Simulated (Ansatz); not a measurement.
The system is Sc.

```xyz
1
Lattice="3.2020 0.0000 0.0000 1.5021 2.8441 0.0000 1.5490 0.9264 2.6742" Properties=species:S:1:pos:R:3 pbc="T T T"
Sc    0.0000    0.0000    0.0000
```

This isn't the form of Sc at room conditions, which is hcp.

- Program: Ansatz 0.2.0
- Task: relaxation of cell and atoms
- Functional: BLYP
- Potentials or basis: Ansatz PAW
- Cutoff: 420 eV (not typed: the program's choice for these potentials)
- k mesh: 10 × 10 × 10
- Occupations: fermi-dirac, width 0.05 eV
- Spin: no spin polarisation

At the start: volume 24.35 Å³/atom.

Problem. Where does the relaxation end?

Solution. It ends after 5 steps and the volume is 24.97 Å³/atom (+2.5 %); space group Fm-3m (No. 225, to 0.05 Å).

The path:
| step | energy change (eV) | largest force (eV/Å) | volume (Å³) |
| --- | --- | --- | --- |
| 1 | 0.0000 | 0.0000 | 24.35 |
| 2 | -0.0061 | 0.0000 | 25.03 |
| 3 | -0.0069 | 0.0000 | 25.00 |
| 4 | -0.0070 | 0.0000 | 24.97 |
| 5 | -0.0071 | 0.0000 | 24.97 |

Final structure:
```
Sc
1.0
     3.27869    0.05507    0.01562
     1.58702    2.86966    0.02101
     1.61509    0.96585    2.69108
Sc
1
Direct
  0.00000 0.00000 0.00000
```

Caveat: the plane-wave basis is chosen anew once the cell has moved, so the energies of steps on either side of that aren't comparable; the PAW data sets come from PBE, with cores solved anew for the run's functional, which leaves a small shift of forces and pressure.
